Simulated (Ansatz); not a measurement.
Density of states of a Co₈Si₁₅ cell (a crystal with Si atoms taken out, relaxed), per eV and atom, broadened by Gaussian smearing of width 0.1 eV and averaged over bins of 0.4 eV, from 8 eV under the Fermi level at most up to where the solved bands end.

These are results of DFT PBE, scalar-relativistic, plane waves, PAW (Ansatz), not measurements.

Plane waves to 420 eV, a k mesh through Γ of 6×6×6 on the computed 23-atom cell and Gaussian smearing (0.10 eV); no spin polarisation.

```
CELL_PARAMETERS angstrom
5.31016 -0.06997 5.30816
5.31311 5.31128 -0.07291
-0.06975 5.30811 5.30794
ATOMIC_POSITIONS crystal
Co 0.99929 0.99985 0.50184
Co 0.99813 0.49868 0.50387
Co 0.49990 0.00059 0.50213
Co 0.49975 0.49952 0.50167
Co 0.99872 0.00032 0.00118
Co 0.99573 0.49533 0.99718
Co 0.49984 0.99967 0.00137
Co 0.50053 0.49893 0.00095
Si 0.12772 0.12332 0.12968
Si 0.12323 0.62355 0.12666
Si 0.62486 0.12540 0.13017
Si 0.62326 0.62809 0.12956
Si 0.12793 0.12523 0.62723
Si 0.12777 0.62825 0.62509
Si 0.62688 0.12771 0.62855
Si 0.62427 0.62896 0.62695
Si 0.37301 0.37308 0.37566
Si 0.37323 0.87309 0.37519
Si 0.87229 0.37210 0.37467
Si 0.87284 0.87311 0.37574
Si 0.37307 0.37183 0.87425
Si 0.37321 0.87317 0.87519
Si 0.87226 0.87247 0.87439
```

```tsv
E − E_F (eV)	total	Co 3d	Si 3p	Si 3s	Co 4s
-7.85	0.250	0.025	0.079	0.138	0.005
-7.45	0.225	0.030	0.070	0.118	0.005
-7.05	0.259	0.044	0.085	0.123	0.004
-6.65	0.219	0.043	0.085	0.082	0.006
-6.25	0.236	0.044	0.117	0.061	0.011
-5.85	0.272	0.050	0.156	0.050	0.013
-5.45	0.239	0.050	0.138	0.038	0.009
-5.05	0.350	0.076	0.219	0.035	0.015
-4.65	0.361	0.095	0.215	0.032	0.013
-4.25	0.599	0.199	0.344	0.030	0.017
-3.85	0.928	0.400	0.470	0.031	0.015
-3.45	0.790	0.383	0.358	0.026	0.011
-3.05	0.581	0.318	0.215	0.024	0.013
-2.65	0.687	0.427	0.211	0.020	0.015
-2.25	0.913	0.685	0.173	0.016	0.018
-1.85	1.606	1.373	0.148	0.013	0.030
-1.45	1.591	1.395	0.107	0.016	0.028
-1.05	0.898	0.666	0.156	0.021	0.019
-0.65	0.718	0.445	0.210	0.018	0.008
-0.25	0.561	0.275	0.224	0.019	0.007
0.15	0.373	0.166	0.156	0.017	0.006
0.55	0.328	0.130	0.140	0.022	0.006
0.95	0.222	0.074	0.100	0.023	0.004
1.35	0.177	0.054	0.069	0.033	0.003
```

The columns after the total are the largest Löwdin projections on the valence shells of the potentials, so they needn't add up, and the weight of a shell that a potential lacks goes to other orbitals. The cell has no gap on the mesh.

Cost: 2 runs of about 17 core-minutes in all (earlier runs that led there not counted), on Intel Xeon Platinum 8375C (Ice Lake) (shared hosts).